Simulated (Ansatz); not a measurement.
A relaxation computed with Ansatz, from input to last step.

```yaml
crystal:
  lattice:
    - [2.2897681504, -3.9659947741, 5.6643452958]
    - [2.2897681504, 3.9659947741, 5.6643452958]
    - [-4.5795363009, 0.0, 5.6643452958]
  atoms:
    - { symbol: Si, position: [0.3333333333, 0.3333333333, 0.3333333333] }
    - { symbol: Ti, position: [0.6666666667, 0.6666666667, 0.6666666667] }
    - { symbol: Ti, position: [0.8333333333, 0.8333333333, 0.8333333333] }
    - { symbol: Ti, position: [1.0, 0.0, 0.0] }
    - { symbol: Ti, position: [0.1666666667, 0.1666666667, 0.1666666667] }
    - { symbol: Ti, position: [0.75, 0.4166666667, 0.0833333333] }
    - { symbol: Ti, position: [0.9166666667, 0.5833333333, 0.25] }
    - { symbol: Ti, position: [0.0833333333, 0.75, 0.4166666667] }
    - { symbol: Ti, position: [0.25, 0.9166666667, 0.5833333333] }
    - { symbol: Ti, position: [0.4166666667, 0.0833333333, 0.75] }
    - { symbol: Ti, position: [0.5833333333, 0.25, 0.9166666667] }
    - { symbol: Ti, position: [0.0833333333, 0.4166666667, 0.75] }
    - { symbol: Ti, position: [0.25, 0.5833333333, 0.9166666667] }
    - { symbol: Ti, position: [0.4166666667, 0.75, 0.0833333333] }
    - { symbol: Ti, position: [0.5833333333, 0.9166666667, 0.25] }
    - { symbol: Ti, position: [0.75, 0.0833333333, 0.4166666667] }
    - { symbol: Ti, position: [0.9166666667, 0.25, 0.5833333333] }
basis:
  ecutwfc: 420
  xc_grid: 2
kpoints:
  mp_grid: { grid: [4, 4, 4], shift: [0.5, 0.5, 0.5] }
hamiltonian:
  xc: pbe
scf:
  occupations: { method: gaussian, width: 0.1 }
output:
  forces: true
  stress: false
  eigenvalues: true
  write_density: true
  write_potential: true
  elf: true
  volumetric_format: npy
relax:
  adjacent_minimum: "off"
  f_tol: 0.02
  max_steps: 60
```

```bash
ansatz run input.yaml --threads 4 --pin off --max-ram 10240MiB --backend cpu --events-out ev --progress --plain --runs-dir out
```

Computed with Ansatz, DFT PBE, scalar-relativistic, plane waves, PAW.

The cell holds a point defect: Si on a Ti site beside a Ti vacancy, neutral.

Of 5 frames 5 are shown, positions in Å and forces in eV/Å; the SCF threshold varies from step to step.

```xyz
17
Lattice="2.2898 -3.9660 5.6643 2.2898 3.9660 5.6643 -4.5795 0.0000 5.6643" Properties=species:S:1:pos:R:3:forces:R:3 pbc="T T T" step=1 free_energy_over_end_meV_per_atom=6.83
Si    0.0000    0.0000    5.6643    0.0000    0.0000   -0.3087
Ti    0.0000    0.0000   11.3287    0.0000    0.0000    0.1120
Ti    0.0000    0.0000   14.1609    0.0000    0.0000   -0.0682
Ti    2.2898   -3.9660    5.6643    0.0000    0.0000    0.1532
Ti    0.0000    0.0000    2.8322    0.0000    0.0000    0.0531
Ti    2.2898   -1.3220    7.0804    0.0336    0.0280   -0.2181
Ti    2.2898   -1.3220    9.9126    0.2503   -0.3445    0.2279
Ti    0.0000    2.6440    7.0804   -0.0410    0.0151   -0.2181
Ti    0.0000    2.6440    9.9126    0.1732    0.3891    0.2279
Ti   -2.2898   -1.3220    7.0804    0.0074   -0.0431   -0.2181
Ti   -2.2898   -1.3220    9.9126   -0.4235   -0.0445    0.2279
Ti   -2.2898    1.3220    7.0804    0.0074    0.0431   -0.2181
Ti   -2.2898    1.3220    9.9126   -0.4235    0.0445    0.2279
Ti    2.2898    1.3220    7.0804    0.0336   -0.0280   -0.2181
Ti    2.2898    1.3220    9.9126    0.2503    0.3445    0.2279
Ti    0.0000   -2.6440    7.0804   -0.0410   -0.0151   -0.2181
Ti    0.0000   -2.6440    9.9126    0.1732   -0.3891    0.2279
17
Lattice="2.2898 -3.9660 5.6643 2.2898 3.9660 5.6643 -4.5795 0.0000 5.6643" Properties=species:S:1:pos:R:3:forces:R:3 pbc="T T T" step=2 free_energy_over_end_meV_per_atom=2.99
Si    0.0000    0.0000    5.5772    0.0000    0.0000   -0.1032
Ti    0.0000    0.0000   11.3505    0.0000    0.0000   -0.0823
Ti    0.0000    0.0000   14.1620    0.0000    0.0000   -0.0601
Ti    2.2898   -3.9660    5.7049    0.0000    0.0000   -0.2187
Ti    0.0000    0.0000    2.8226    0.0000    0.0000    0.0624
Ti    2.2917   -1.3187    7.0382    0.0351    0.0005    0.3147
Ti    2.3159   -1.3542    9.9603   -0.0050   -0.0787   -0.2477
Ti   -0.0038    2.6440    7.0382   -0.0180    0.0301    0.3147
Ti    0.0148    2.6827    9.9603    0.0706    0.0350   -0.2477
Ti   -2.2879   -1.3253    7.0382   -0.0171   -0.0306    0.3147
Ti   -2.3307   -1.3286    9.9603   -0.0656    0.0437   -0.2477
Ti   -2.2879    1.3253    7.0382   -0.0171    0.0306    0.3147
Ti   -2.3307    1.3286    9.9603   -0.0656   -0.0437   -0.2477
Ti    2.2917    1.3187    7.0382    0.0351   -0.0005    0.3147
Ti    2.3159    1.3542    9.9603   -0.0050    0.0787   -0.2477
Ti   -0.0038   -2.6440    7.0382   -0.0180   -0.0301    0.3147
Ti    0.0148   -2.6827    9.9603    0.0706   -0.0350   -0.2477
17
Lattice="2.2898 -3.9660 5.6643 2.2898 3.9660 5.6643 -4.5795 0.0000 5.6643" Properties=species:S:1:pos:R:3:forces:R:3 pbc="T T T" step=3 free_energy_over_end_meV_per_atom=0.22
Si    0.0000    0.0000    5.5385    0.0000    0.0000    0.0466
Ti    0.0000    0.0000   11.3396    0.0000    0.0000    0.0030
Ti    0.0000    0.0000   14.1510    0.0000    0.0000    0.0049
Ti    2.2898   -3.9660    5.6797    0.0000    0.0000    0.0117
Ti    0.0000    0.0000    2.8158    0.0000    0.0000    0.0166
Ti    2.2927   -1.3191    7.0669    0.0214   -0.0013    0.0357
Ti    2.3138   -1.3562    9.9471    0.0261   -0.0807   -0.0495
Ti   -0.0040    2.6451    7.0669   -0.0096    0.0191    0.0357
Ti    0.0176    2.6819    9.9471    0.0569    0.0630   -0.0495
Ti   -2.2887   -1.3260    7.0669   -0.0118   -0.0179    0.0357
Ti   -2.3314   -1.3257    9.9471   -0.0830    0.0177   -0.0495
Ti   -2.2887    1.3260    7.0669   -0.0118    0.0179    0.0357
Ti   -2.3314    1.3257    9.9471   -0.0830   -0.0177   -0.0495
Ti    2.2927    1.3191    7.0669    0.0214    0.0013    0.0357
Ti    2.3138    1.3562    9.9471    0.0261    0.0807   -0.0495
Ti   -0.0040   -2.6451    7.0669   -0.0096   -0.0191    0.0357
Ti    0.0176   -2.6819    9.9471    0.0569   -0.0630   -0.0495
17
Lattice="2.2898 -3.9660 5.6643 2.2898 3.9660 5.6643 -4.5795 0.0000 5.6643" Properties=species:S:1:pos:R:3:forces:R:3 pbc="T T T" step=4 free_energy_over_end_meV_per_atom=0.01
Si    0.0000    0.0000    5.5482    0.0000    0.0000   -0.0040
Ti    0.0000    0.0000   11.3381    0.0000    0.0000   -0.0087
Ti    0.0000    0.0000   14.1499    0.0000    0.0000   -0.0082
Ti    2.2898   -3.9660    5.6807    0.0000    0.0000   -0.0061
Ti    0.0000    0.0000    2.8168    0.0000    0.0000    0.0269
Ti    2.2953   -1.3187    7.0699   -0.0054   -0.0034    0.0009
Ti    2.3177   -1.3655    9.9426   -0.0134    0.0057   -0.0009
Ti   -0.0056    2.6471    7.0699    0.0056   -0.0030    0.0009
Ti    0.0237    2.6900    9.9426    0.0018   -0.0144   -0.0009
Ti   -2.2897   -1.3284    7.0699   -0.0002    0.0064    0.0009
Ti   -2.3414   -1.3244    9.9426    0.0116    0.0087   -0.0009
Ti   -2.2897    1.3284    7.0699   -0.0002   -0.0064    0.0009
Ti   -2.3414    1.3244    9.9426    0.0116   -0.0087   -0.0009
Ti    2.2953    1.3187    7.0699   -0.0054    0.0034    0.0009
Ti    2.3177    1.3655    9.9426   -0.0134   -0.0057   -0.0009
Ti   -0.0056   -2.6471    7.0699    0.0056    0.0030    0.0009
Ti    0.0237   -2.6900    9.9426    0.0018    0.0144   -0.0009
17
Lattice="2.2898 -3.9660 5.6643 2.2898 3.9660 5.6643 -4.5795 0.0000 5.6643" Properties=species:S:1:pos:R:3:forces:R:3 pbc="T T T" step=5 free_energy_over_end_meV_per_atom=0.00
Si    0.0000    0.0000    5.5492    0.0000    0.0000    0.0013
Ti    0.0000    0.0000   11.3364    0.0000    0.0000    0.0029
Ti    0.0000    0.0000   14.1483    0.0000    0.0000    0.0007
Ti    2.2898   -3.9660    5.6803    0.0000    0.0000    0.0014
Ti    0.0000    0.0000    2.8204    0.0000    0.0000   -0.0048
Ti    2.2946   -1.3192    7.0699    0.0003    0.0005    0.0000
Ti    2.3162   -1.3649    9.9425    0.0023   -0.0010   -0.0003
Ti   -0.0049    2.6468    7.0699   -0.0006    0.0001    0.0000
Ti    0.0239    2.6884    9.9425   -0.0003    0.0025   -0.0003
Ti   -2.2898   -1.3276    7.0699    0.0003   -0.0005    0.0000
Ti   -2.3401   -1.3235    9.9425   -0.0020   -0.0015   -0.0003
Ti   -2.2898    1.3276    7.0699    0.0003    0.0005    0.0000
Ti   -2.3401    1.3235    9.9425   -0.0020    0.0015   -0.0003
Ti    2.2946    1.3192    7.0699    0.0003   -0.0005    0.0000
Ti    2.3162    1.3649    9.9425    0.0023    0.0010   -0.0003
Ti   -0.0049   -2.6468    7.0699   -0.0006   -0.0001    0.0000
Ti    0.0239   -2.6884    9.9425   -0.0003   -0.0025   -0.0003
```

Time: 19 s on 4 threads of AMD EPYC 9R45 96-Core Processor (Zen 5), with other jobs on the host, peak memory 1.1 GiB.